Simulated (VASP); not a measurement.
# free-standing triangular Ru monolayer, spacing 3.288 A: a series over U, part 4 of 4

Aim: follow the moments and the gap of free-standing triangular Ru monolayer, spacing 3.288 A as U grows.

VASP 6.6.1, plane waves and PAW; the level of theory is named at each step.

So far, largest spin moment in the PAW sphere (μB): step 2 (series over U, start order fm, U 0, r2SCAN) 2.88; step 3 (series over U, start order AFM, U 0, r2SCAN) 2.73; step 4 (series over U, start order fm, U 3, r2SCAN, DFT+U) 3.14; step 8 (series over U, start order fm, U 6, r2SCAN, DFT+U) 3.04.

## (10) Series over U, start order fm, U 6 (run 2)

This step: r2SCAN, DFT+U (Ru d 6 eV), spin-polarised from a ferromagnetic start; plane waves and PAW (Ru) (VASP 6.6.1).

INCAR

```
SYSTEM = Ru
PREC = Normal
ENCUT = 350
EDIFF = 1E-06
NELM = 150
ISMEAR = 0
SIGMA = 0.1
LREAL = .FALSE.
ALGO = Normal
METAGGA = R2SCAN
LASPH = .TRUE.
NBANDS = 17
ISPIN = 2
MAGMOM = 1 1
LDAU = .TRUE.
LDAUTYPE = 1
LDAUL = 2
LDAUU = 6
LDAUJ = 0.9
LDAUPRINT = 1
LMAXMIX = 4
LORBIT = 11
LWAVE = .FALSE.
LCHARG = .FALSE.
KPAR = 2
AMIX = 0.2
BMIX = 1E-04
AMIX_MAG = 0.8
BMIX_MAG = 1E-04
NEDOS = 1200
```

POSCAR

```
Ru
1.0
    6.5760000000      0.0000000000      0.0000000000
   -1.6440000000      2.8474920000      0.0000000000
    0.0000000000      0.0000000000     14.0000000000
Ru
2
Direct
    0.0000000000      0.0000000000      0.5000000000
    0.5000000000      0.0000000000      0.5000000000
```

KPOINTS

```
Automatic mesh
0
Gamma
8 8 1
0 0 0
```

PAW data sets: Ru (PBE family, release 64).

On the command line:

```console
$ mpirun -np 2 vasp_std
```

The program printed:

```text
[... set-up lines as in an earlier step ...]
 entering main loop
       N       E                     dE             d eps       ncg     rms          rms(c)
DAV:   1     0.365014262554E+02    0.36501E+02   -0.39025E+03  1700   0.482E+02
DAV:   2    -0.310859434594E+02   -0.67587E+02   -0.58298E+02  2444   0.104E+02
DAV:   3    -0.352715294530E+02   -0.41856E+01   -0.39653E+01  1866   0.289E+01
DAV:   4    -0.353112343807E+02   -0.39705E-01   -0.39652E-01  2072   0.317E+00
[...]
DAV:   8    -0.357428806236E+02   -0.45609E-01   -0.21026E-01  1757   0.255E+00    0.209E+00
DAV:   9    -0.357879337598E+02   -0.45053E-01   -0.46517E-01  1829   0.314E+00    0.187E+00
DAV:  10    -0.358609278833E+02   -0.72994E-01   -0.17963E-01  1865   0.240E+00    0.165E+00
[... 130 further cycles ...]
DAV: 141    -0.360260936695E+02   -0.23097E-02   -0.10911E-03  1700   0.171E-01    0.235E-01
DAV: 142    -0.360256953428E+02    0.39833E-03   -0.84429E-05  1703   0.615E-02    0.234E-01
DAV: 143    -0.360246382977E+02    0.10570E-02   -0.26609E-04  1700   0.783E-02    0.225E-01
DAV: 144    -0.360247720375E+02   -0.13374E-03   -0.49922E-05  1700   0.507E-02    0.226E-01
[...]
DAV: 148    -0.360253362983E+02   -0.19673E-03   -0.16710E-05  1724   0.265E-02    0.234E-01
DAV: 149    -0.360257065006E+02   -0.37020E-03   -0.38027E-05  1700   0.403E-02    0.242E-01
DAV: 150    -0.360254638800E+02    0.24262E-03   -0.28210E-05  1724   0.343E-02
 [... a notice as in an earlier step ...]

   1 F= -.36025464E+02 E0= -.36019580E+02  d E =-.117678E-01  mag=     6.5700
```

Wall time 6.6 min (2 MPI ranks of Intel Xeon 6975P-C (Granite Rapids), shared host); peak memory 0.53 GiB.

From OUTCAR (step 10):

```text
atom =   1  type =  1  l = 2

 onsite density matrix

spin component  1

  0.9139 -0.0000 -0.0004 -0.0000 -0.0032
 -0.0000  0.9622 -0.0000 -0.0000 -0.0000
 -0.0004 -0.0000  0.9610 -0.0000 -0.0002
 -0.0000 -0.0000 -0.0000  0.9622 -0.0000
 -0.0032 -0.0000 -0.0002 -0.0000  0.9175

spin component  2

  0.7244 -0.0000 -0.0038 -0.0000  0.0287
 -0.0000  0.0000  0.0000  0.0000  0.0000
 -0.0038  0.0000  0.0954  0.0000 -0.0022
 -0.0000  0.0000  0.0000  0.0000 -0.0000
  0.0287  0.0000 -0.0022 -0.0000  0.6913

 occupancies and eigenvectors

  o = -0.0000  v =  0.0000  0.0000  0.0000  0.0000  0.0000  0.0000  0.8660  0.0000 -0.5000 -0.0000      0.0000  0.0000  0.0000  0.0000  0.0000  0.0000  0.0000  0.0000  0.0000  0.0000
  o =  0.0000  v =  0.0000  0.0000  0.0000  0.0000  0.0000  0.0000  0.5000  0.0000  0.8660 -0.0000      0.0000  0.0000  0.0000  0.0000  0.0000  0.0000  0.0000  0.0000  0.0000  0.0000
  o =  0.0954  v =  0.0000  0.0000  0.0000  0.0000  0.0000 -0.0059  0.0000 -1.0000  0.0000 -0.0034      0.0000  0.0000  0.0000  0.0000  0.0000  0.0000  0.0000  0.0000  0.0000  0.0000
  o =  0.6748  v =  0.0000  0.0000  0.0000  0.0000  0.0000  0.5000 -0.0000 -0.0000 -0.0000 -0.8660      0.0000  0.0000  0.0000  0.0000  0.0000  0.0000  0.0000  0.0000  0.0000  0.0000
  o =  0.7410  v =  0.0000  0.0000  0.0000  0.0000  0.0000 -0.8660 -0.0000  0.0068 -0.0000 -0.5000      0.0000  0.0000  0.0000  0.0000  0.0000  0.0000  0.0000  0.0000  0.0000  0.0000
  o =  0.9120  v =  0.8660 -0.0000  0.0099  0.0000  0.5000  0.0000  0.0000  0.0000  0.0000  0.0000      0.0000  0.0000  0.0000  0.0000  0.0000  0.0000  0.0000  0.0000  0.0000  0.0000
  o =  0.9194  v = -0.5000 -0.0000 -0.0000  0.0000  0.8660  0.0000  0.0000  0.0000  0.0000  0.0000      0.0000  0.0000  0.0000  0.0000  0.0000  0.0000  0.0000  0.0000  0.0000  0.0000
  o =  0.9610  v =  0.0085 -0.0000 -1.0000 -0.0000  0.0049  0.0000  0.0000  0.0000  0.0000  0.0000      0.0000  0.0000  0.0000  0.0000  0.0000  0.0000  0.0000  0.0000  0.0000  0.0000
  o =  0.9622  v =  0.0000  0.4986 -0.0000  0.8668  0.0000  0.0000  0.0000  0.0000  0.0000  0.0000      0.0000  0.0000  0.0000  0.0000  0.0000  0.0000  0.0000  0.0000  0.0000  0.0000
  o =  0.9623  v =  0.0000 -0.8668  0.0000  0.4986 -0.0000  0.0000  0.0000  0.0000  0.0000  0.0000      0.0000  0.0000  0.0000  0.0000  0.0000  0.0000  0.0000  0.0000  0.0000  0.0000

atom =   2  type =  1  l = 2

 onsite density matrix

spin component  1

  0.9139  0.0000 -0.0004 -0.0000 -0.0032
  0.0000  0.9622  0.0000 -0.0000 -0.0000
 -0.0004  0.0000  0.9610 -0.0000 -0.0002
 -0.0000 -0.0000 -0.0000  0.9622 -0.0000
 -0.0032 -0.0000 -0.0002 -0.0000  0.9175

spin component  2

 occupancies and eigenvectors

  o = -0.0000  v =  0.0000  0.0000  0.0000  0.0000  0.0000  0.0000 -0.8660 -0.0000  0.5000  0.0000      0.0000  0.0000  0.0000  0.0000  0.0000  0.0000  0.0000  0.0000  0.0000  0.0000
[...]
o =  0.7410  v =  0.0000  0.0000  0.0000  0.0000  0.0000 -0.8660  0.0000  0.0068  0.0000 -0.5000      0.0000  0.0000  0.0000  0.0000  0.0000  0.0000  0.0000  0.0000  0.0000  0.0000
  o =  0.9120  v =  0.8660  0.0000  0.0099  0.0000  0.5000  0.0000  0.0000  0.0000  0.0000  0.0000      0.0000  0.0000  0.0000  0.0000  0.0000  0.0000  0.0000  0.0000  0.0000  0.0000
  o =  0.9194  v =  0.5000 -0.0000  0.0000 -0.0000 -0.8660  0.0000  0.0000  0.0000  0.0000  0.0000      0.0000  0.0000  0.0000  0.0000  0.0000  0.0000  0.0000  0.0000  0.0000  0.0000
  o =  0.9610  v =  0.0085  0.0000 -1.0000 -0.0000  0.0049  0.0000  0.0000  0.0000  0.0000  0.0000      0.0000  0.0000  0.0000  0.0000  0.0000  0.0000  0.0000  0.0000  0.0000  0.0000
  o =  0.9622  v =  0.0000 -0.4986 -0.0000 -0.8668  0.0000  0.0000  0.0000  0.0000  0.0000  0.0000      0.0000  0.0000  0.0000  0.0000  0.0000  0.0000  0.0000  0.0000  0.0000  0.0000
  o =  0.9623  v =  0.0000 -0.8668 -0.0000  0.4986  0.0000  0.0000  0.0000  0.0000  0.0000  0.0000      0.0000  0.0000  0.0000  0.0000  0.0000  0.0000  0.0000  0.0000  0.0000  0.0000

 spin component 1
 k-point     1 :       0.0000    0.0000    0.0000
  band No.  band energies     occupation
    ...
      8      -5.6075      1.00000
      9      -5.2546      1.00000
     10      -5.0947      1.00000
     11      -3.8842      1.00000
     12      -1.4647      0.99956
     13      -0.0398      0.00000
     14       1.0235      0.00000
     15       1.3509      0.00000
     16       2.5826      0.00000
     17       2.8962      0.00000

 k-point     2 :       0.1250    0.0000    0.0000
  band No.  band energies     occupation
    ...
      8      -5.5292      1.00000
      9      -5.2090      1.00000
     10      -5.1158      1.00000
     11      -3.9445      1.00000
     12      -1.3638      0.97109
     13      -0.9818      0.00023
     14       1.4225      0.00000
     15       2.0998      0.00000
     16       2.4012      0.00000
     17       2.6606      0.00000

  Total       -6.1589729     -6.2607471     -1.0756364      0.0881373      0.0000000      0.0000000
  in kB      -37.6414652    -38.2634735     -6.5739096      0.5386641      0.0000000      0.0000000
  external PRESSURE =     -27.4929494 kB  Pullay stress =       0.0000000 kB

 POSITION                                       TOTAL-FORCE (eV/Angst)
 -----------------------------------------------------------------------------------
      0.00000      0.00000      7.00000        -0.000000      0.000000      0.000000
      3.28800      0.00000      7.00000         0.000000      0.000000      0.000000
 -----------------------------------------------------------------------------------
    total drift:                               -0.000000      0.000000      0.000000

  FREE ENERGIE OF THE ION-ELECTRON SYSTEM (eV)
  ---------------------------------------------------
  free  energy   TOTEN  =       -36.0254638800 eV

  energy  without entropy=      -36.0136960771  energy(sigma->0) =      -36.01957998

 magnetization (x)
# of ion       s       p       d       tot
------------------------------------------
    1        0.066  -0.026   3.199   3.240
    2        0.066  -0.026   3.199   3.240
--------------------------------------------------
tot          0.133  -0.052   6.399   6.479

[... 8 parts as in an earlier step ...]

[... 16 further parts left out ...]
[key lines of the parts left out:]
E-fermi :  -1.2296
```

The electronic loop did not meet EDIFF within NELM cycles, so this run is left out of the comparison.

## (11) Series over U, start order AFM, U 6 (run 2)

This step: r2SCAN, DFT+U (Ru d 6 eV), spin-polarised from an antiferromagnetic start; plane waves and PAW (Ru) (VASP 6.6.1).

Changes to INCAR since step 10:

```diff
@@ -13,3 +13,3 @@
 ISPIN = 2
-MAGMOM = 1 1
+MAGMOM = 1 -1
 LDAU = .TRUE.
```

POSCAR is that of step 10.

KPOINTS is that of step 10.

On the command line:

```console
$ mpirun -np 2 vasp_std
```

The program printed:

```text
[... set-up lines as in an earlier step ...]
 entering main loop
       N       E                     dE             d eps       ncg     rms          rms(c)
DAV:   1     0.365591560218E+02    0.36559E+02   -0.38015E+03  1700   0.481E+02
DAV:   2    -0.309359355870E+02   -0.67495E+02   -0.58037E+02  2422   0.104E+02
DAV:   3    -0.350199442718E+02   -0.40840E+01   -0.37790E+01  1880   0.292E+01
DAV:   4    -0.350626284100E+02   -0.42684E-01   -0.42535E-01  2028   0.325E+00
[...]
DAV:   8    -0.361393313227E+02   -0.43956E+00   -0.25504E-01  1886   0.341E+00    0.238E+00
DAV:   9    -0.367265858452E+02   -0.58725E+00   -0.35891E-01  1847   0.246E+00    0.326E+00
DAV:  10    -0.365534521541E+02    0.17313E+00   -0.19285E-02  1764   0.898E-01    0.300E+00
[... 130 further cycles ...]
DAV: 141    -0.364624064723E+02    0.86649E-04   -0.35713E-05  1700   0.581E-02    0.293E-04
DAV: 142    -0.364624977834E+02   -0.91311E-04   -0.38576E-05  1700   0.601E-02    0.360E-04
DAV: 143    -0.364624045072E+02    0.93276E-04   -0.35988E-05  1700   0.585E-02    0.279E-04
DAV: 144    -0.364624937886E+02   -0.89281E-04   -0.33741E-05  1700   0.570E-02    0.350E-04
[...]
DAV: 148    -0.364624946425E+02   -0.87779E-04   -0.33228E-05  1700   0.560E-02    0.353E-04
DAV: 149    -0.364624011540E+02    0.93489E-04   -0.35844E-05  1700   0.582E-02    0.297E-04
DAV: 150    -0.364624974741E+02   -0.96320E-04   -0.38871E-05  1700   0.602E-02
 [... a notice as in an earlier step ...]

   1 F= -.36462497E+02 E0= -.36446631E+02  d E =-.317336E-01  mag=    -0.0000
```

It took 6.7 min on 2 MPI ranks; peak memory 0.53 GiB.

Parts of OUTCAR (step 11):

```text
atom =   1  type =  1  l = 2

 onsite density matrix

spin component  1

  0.9211 -0.0000  0.0115 -0.0000  0.0132
 -0.0000  0.9486  0.0000  0.0054  0.0000
  0.0115  0.0000  0.9499  0.0000  0.0067
 -0.0000  0.0054  0.0000  0.9548  0.0000
  0.0132  0.0000  0.0067  0.0000  0.9058

spin component  2

  0.3351  0.0000 -0.2429 -0.0000 -0.1871
  0.0000  0.4325 -0.0000 -0.2488 -0.0000
 -0.2429 -0.0000  0.3652  0.0000 -0.1403
 -0.0000 -0.2488  0.0000  0.1452 -0.0000
 -0.1871 -0.0000 -0.1403 -0.0000  0.5512

 occupancies and eigenvectors

  o =  0.0016  v =  0.0000  0.0000  0.0000  0.0000  0.0000  0.0000  0.5000  0.0000  0.8660  0.0000      0.0000  0.0000  0.0000  0.0000  0.0000  0.0000  0.0000  0.0000  0.0000  0.0000
  o =  0.0073  v =  0.0000  0.0000  0.0000  0.0000  0.0000  0.6817 -0.0000  0.6168 -0.0000  0.3936      0.0000  0.0000  0.0000  0.0000  0.0000  0.0000  0.0000  0.0000  0.0000  0.0000
  o =  0.5761  v =  0.0000  0.0000  0.0000  0.0000  0.0000 -0.0000  0.8660  0.0000 -0.5000 -0.0000      0.0000  0.0000  0.0000  0.0000  0.0000  0.0000  0.0000  0.0000  0.0000  0.0000
  o =  0.5850  v =  0.0000  0.0000  0.0000  0.0000  0.0000  0.5342  0.0000 -0.7871 -0.0000  0.3084      0.0000  0.0000  0.0000  0.0000  0.0000  0.0000  0.0000  0.0000  0.0000  0.0000
  o =  0.6592  v =  0.0000  0.0000  0.0000  0.0000  0.0000 -0.5000  0.0000  0.0000 -0.0000  0.8660      0.0000  0.0000  0.0000  0.0000  0.0000  0.0000  0.0000  0.0000  0.0000  0.0000
  o =  0.8981  v = -0.5000  0.0000 -0.0000 -0.0000  0.8660  0.0000  0.0000  0.0000  0.0000  0.0000      0.0000  0.0000  0.0000  0.0000  0.0000  0.0000  0.0000  0.0000  0.0000  0.0000
  o =  0.9223  v = -0.7800 -0.0000  0.4346  0.0000 -0.4503  0.0000  0.0000  0.0000  0.0000  0.0000      0.0000  0.0000  0.0000  0.0000  0.0000  0.0000  0.0000  0.0000  0.0000  0.0000
  o =  0.9455  v =  0.0000  0.8660  0.0000 -0.5000 -0.0000  0.0000  0.0000  0.0000  0.0000  0.0000      0.0000  0.0000  0.0000  0.0000  0.0000  0.0000  0.0000  0.0000  0.0000  0.0000
  o =  0.9563  v =  0.3764 -0.0000  0.9006  0.0000  0.2173  0.0000  0.0000  0.0000  0.0000  0.0000      0.0000  0.0000  0.0000  0.0000  0.0000  0.0000  0.0000  0.0000  0.0000  0.0000
  o =  0.9579  v =  0.0000 -0.5000  0.0000 -0.8660 -0.0000  0.0000  0.0000  0.0000  0.0000  0.0000      0.0000  0.0000  0.0000  0.0000  0.0000  0.0000  0.0000  0.0000  0.0000  0.0000

atom =   2  type =  1  l = 2

 onsite density matrix

spin component  1

  0.3351 -0.0000 -0.2429  0.0000 -0.1871
 -0.0000  0.4325 -0.0000 -0.2488 -0.0000
 -0.2429 -0.0000  0.3652 -0.0000 -0.1403
  0.0000 -0.2488 -0.0000  0.1452 -0.0000
 -0.1871 -0.0000 -0.1403 -0.0000  0.5512

spin component  2

  0.9211 -0.0000  0.0115 -0.0000  0.0132
 -0.0000  0.9486  0.0000  0.0054  0.0000
  0.0115  0.0000  0.9499 -0.0000  0.0067
 -0.0000  0.0054 -0.0000  0.9548  0.0000
  0.0132  0.0000  0.0067  0.0000  0.9058

[...]
o =  0.0073  v =  0.6817 -0.0000  0.6168  0.0000  0.3936  0.0000  0.0000  0.0000  0.0000  0.0000      0.0000  0.0000  0.0000  0.0000  0.0000  0.0000  0.0000  0.0000  0.0000  0.0000
  o =  0.5761  v =  0.0000 -0.8660 -0.0000  0.5000 -0.0000  0.0000  0.0000  0.0000  0.0000  0.0000      0.0000  0.0000  0.0000  0.0000  0.0000  0.0000  0.0000  0.0000  0.0000  0.0000
  o =  0.5850  v = -0.5342 -0.0000  0.7871  0.0000 -0.3084  0.0000  0.0000  0.0000  0.0000  0.0000      0.0000  0.0000  0.0000  0.0000  0.0000  0.0000  0.0000  0.0000  0.0000  0.0000
  o =  0.6592  v = -0.5000  0.0000  0.0000 -0.0000  0.8660  0.0000  0.0000  0.0000  0.0000  0.0000      0.0000  0.0000  0.0000  0.0000  0.0000  0.0000  0.0000  0.0000  0.0000  0.0000
  o =  0.8981  v =  0.0000  0.0000  0.0000  0.0000  0.0000 -0.5000 -0.0000 -0.0000  0.0000  0.8660      0.0000  0.0000  0.0000  0.0000  0.0000  0.0000  0.0000  0.0000  0.0000  0.0000
  o =  0.9223  v =  0.0000  0.0000  0.0000  0.0000  0.0000  0.7800 -0.0000 -0.4346  0.0000  0.4503      0.0000  0.0000  0.0000  0.0000  0.0000  0.0000  0.0000  0.0000  0.0000  0.0000
  o =  0.9455  v =  0.0000  0.0000  0.0000  0.0000  0.0000  0.0000  0.8660 -0.0000 -0.5000  0.0000      0.0000  0.0000  0.0000  0.0000  0.0000  0.0000  0.0000  0.0000  0.0000  0.0000
  o =  0.9563  v =  0.0000  0.0000  0.0000  0.0000  0.0000 -0.3764 -0.0000 -0.9006  0.0000 -0.2173      0.0000  0.0000  0.0000  0.0000  0.0000  0.0000  0.0000  0.0000  0.0000  0.0000
  o =  0.9579  v =  0.0000  0.0000  0.0000  0.0000  0.0000  0.0000 -0.5000  0.0000 -0.8660 -0.0000      0.0000  0.0000  0.0000  0.0000  0.0000  0.0000  0.0000  0.0000  0.0000  0.0000

 spin component 1
 k-point     1 :       0.0000    0.0000    0.0000
  band No.  band energies     occupation
    ...
      3      -6.4938      1.00000
      4      -5.7935      1.00000
      5      -5.3743      1.00000
      6      -5.3427      1.00000
      7      -2.9667      1.00000
      8      -2.3818      0.00019
      9      -2.3077      0.00000
     10      -0.9852      0.00000
     11      -0.3130      0.00000
     12       0.0930      0.00000
    ...

 k-point     2 :       0.1250    0.0000    0.0000
  band No.  band energies     occupation
    ...
      3      -6.4404      1.00000
      4      -5.7931      1.00000
      5      -5.3268      1.00000
      6      -5.3196      1.00000
      7      -2.9730      1.00000
      8      -2.4259      0.00170
      9      -2.3087      0.00000
     10      -1.1652      0.00000
     11      -0.9325      0.00000
     12       0.4496      0.00000
    ...

  Total       -6.8777637     -6.8489210     -0.0427530     -0.0249804      0.0000000      0.0000000
  in kB      -42.0344606    -41.8581844     -0.2612915     -0.1526716      0.0000000      0.0000000
  external PRESSURE =     -28.0513122 kB  Pullay stress =       0.0000000 kB

  FREE ENERGIE OF THE ION-ELECTRON SYSTEM (eV)
  ---------------------------------------------------
  free  energy   TOTEN  =       -36.4624974741 eV

  energy  without entropy=      -36.4307639105  energy(sigma->0) =      -36.44663069

 magnetization (x)
# of ion       s       p       d       tot
------------------------------------------
    1        0.083   0.029   2.840   2.951
    2       -0.083  -0.029  -2.840  -2.951
--------------------------------------------------
tot          0.000  -0.000   0.000  -0.000

[... 9 parts as in an earlier step ...]

[... 11 further parts left out ...]
[key lines of the parts left out:]
E-fermi :  -2.6330
```

The electronic loop did not meet EDIFF within NELM cycles, so this run is left out of the comparison.

## (12) Summary

This step: DFT+U series, r2SCAN; plane waves and PAW (VASP 6.6.1).

Derived from the runs above.

Energies at different U are not comparable. U series, by row:

```
U (eV)  J (eV)  LDAUTYPE  start  energy (eV/atom)  mean moment (μB)  gap on the mesh (eV)
     0       0         -     fm            -21.25             2.882                     0
     0       0         -    afm            -21.15             2.728                     0
     3       0         2     fm             -19.2             3.144                     0
     4       0         2     fm            -18.68             3.226                     0
     6       0         2     fm            -18.14             3.041                     0
```

## (13) Summary of results

* U = 0 eV, J = 0 eV, fm start: mean size of the moments 2.88 μB
* U = 0 eV, J = 0 eV, afm start: mean size of the moments 2.73 μB
* U = 3 eV, J = 0 eV, fm start: mean size of the moments 3.14 μB
* U = 4 eV, J = 0 eV, fm start: mean size of the moments 3.23 μB
* U = 6 eV, J = 0 eV, fm start: mean size of the moments 3.04 μB

What this shows: At U = 0 eV the two starts end 0.10 eV an atom apart. So large a difference can come from other orbital or spin states as well as from the order, so the rows below need not follow one state over U. For the ferromagnetic start without J, from U = 0 to 6 eV the mean moment goes from 2.88 to 3.04 μB, the cell stays metallic. A jump between neighbouring rows can also mean that the runs ended in different spin or orbital states. U acts inside the PAW spheres, so the same number means something else in a code with other projectors.

[Lines on the potential files, build, host, timing and source positions are cut from VASP's logs without a mark.]

[Logs are printed without paths, hosts, clocks, repeated set-up lines and the standing remarks that a program may print on its own settings, such as how far it seeks lower states.]

[Hosts, paths, dates, database ids (printed as entryN), source tags and the programs' standing remarks are cut or masked in the printed files.]

[In band tables of VASP the shares of atoms and orbitals are scaled to a sum of 1 inside the atoms' spheres.]

[Runs that stopped without an error message from VASP are left out.]
